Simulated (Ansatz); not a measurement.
# NaCl: band gap under strain

How does strain move the band edges of NaCl in the rocksalt structure, and do the functionals agree on it? States: -2.0 % biaxial strain in x and y, free along z; -1.0 % biaxial strain in x and y, free along z; +1.0 % biaxial strain in x and y, free along z.

Program: Ansatz 0.2.0. PAW datasets, plane waves. Spin-unpolarised throughout; all numbers are computed.

### Step 1. The structure to begin with

The unstrained cell was relaxed with r2SCAN; in each strained cell the atoms were relaxed again with r2SCAN. Names of k-points are those of the unstrained zone, where strain can split equivalent points. First state: -2.0 % biaxial strain in x and y, free along z.

Space group I4/mmm (No. 139), tetragonal; a = 3.884 Å, c = 5.660 Å in the conventional setting, 21.35 Å³ an atom. Near Na stand 6 Cl at 2.75–2.83 Å; near Cl stand 6 Na at 2.75–2.83 Å.

As a file:

```
Na Cl
1.0
     0.00000    2.74664    2.82977
     2.74664    0.00000    2.82977
     2.74664    2.74664    0.00000
Na Cl
1 1
Direct
  0.00000 0.00000 0.00000
  0.50000 0.50000 0.50000
```

From earlier runs on the unstrained cell: PBE 5.18 eV, r2SCAN 5.98 eV, HSE06 6.56 eV, G0W0 7.96 eV (on its mesh); a = 5.605 Å.

### Step 2. -2.0 % biaxial strain in x and y, free along z: PBE

input.yaml reads:

```yaml
crystal:
  lattice:
    - [0.0, 2.7466448489, 2.8297737235]
    - [2.7466448489, 0.0, 2.8297737235]
    - [2.7466448489, 2.7466448489, 0.0]
  atoms:
    - { symbol: Na, position: [0.0, 0.0, 0.0] }
    - { symbol: Cl, position: [0.5, 0.5, 0.5] }
kpoints:
  mp_grid: { grid: [8, 8, 8] }
  band_path:
    path:
      - [0.0, 0.0, 0.0]
      - [0.5, 0.0, 0.5]
      - [0.625, 0.25, 0.625]
      - [0.375, 0.375, 0.75]
      - [0.5, 0.5, 0.5]
      - [0.5, 0.25, 0.75]
    npoints: 1
hamiltonian:
  xc: pbe
scf:
  occupations: { method: fermi_dirac, width: 0.02 }
  n_extra_bands: 4
output:
  forces: true
  stress: true
  eigenvalues: true
```

On the command line:

```
$ ansatz run input.yaml --threads 2 --pin off --max-ram 29491MiB --backend cpu --events-out ev --progress --plain --runs-dir out
```

The runs that follow: -2.0 % biaxial strain in x and y, free along z: r2SCAN; -2.0 % biaxial strain in x and y, free along z: HSE06; -2.0 % biaxial strain in x and y, free along z: r2SCAN; -2.0 % biaxial strain in x and y, free along z: G0W0@PBE; -1.0 % biaxial strain in x and y, free along z: PBE; -1.0 % biaxial strain in x and y, free along z: r2SCAN; -1.0 % biaxial strain in x and y, free along z: HSE06; -1.0 % biaxial strain in x and y, free along z: r2SCAN; -1.0 % biaxial strain in x and y, free along z: G0W0@PBE; +1.0 % biaxial strain in x and y, free along z: PBE; +1.0 % biaxial strain in x and y, free along z: r2SCAN; +1.0 % biaxial strain in x and y, free along z: HSE06; +1.0 % biaxial strain in x and y, free along z: r2SCAN; +1.0 % biaxial strain in x and y, free along z: G0W0@PBE.

**Question.** What will these runs give?

As calculated:

Least gap in eV (negative: overlap), with the change from the unstrained cell in brackets. G0W0 is on its own coarse mesh.

```
                                         state  volume change (%)           PBE        r2SCAN         HSE06          G0W0
-2.0 % biaxial strain in x and y, free along z               -3.0  5.29 (+0.11)  6.10 (+0.12)  6.68 (+0.12)  8.07 (+0.11)
-1.0 % biaxial strain in x and y, free along z               -1.5  5.23 (+0.05)  6.03 (+0.05)  6.62 (+0.06)  8.01 (+0.05)
+1.0 % biaxial strain in x and y, free along z               +1.7  5.11 (-0.07)  5.90 (-0.08)  6.48 (-0.08)  7.89 (-0.07)
```

With HSE06, of the states in the table -2.0 % biaxial strain in x and y, free along z shifts the gap most, by +0.120 eV. PBE and HSE06 differ by 1.38 eV on the unstrained gap, and by at most 0.01 eV on its change: PBE follows the response to strain far better than the gap itself. The G0W0 figures hold for the stated bands, cutoff and mesh and aren't extrapolated.
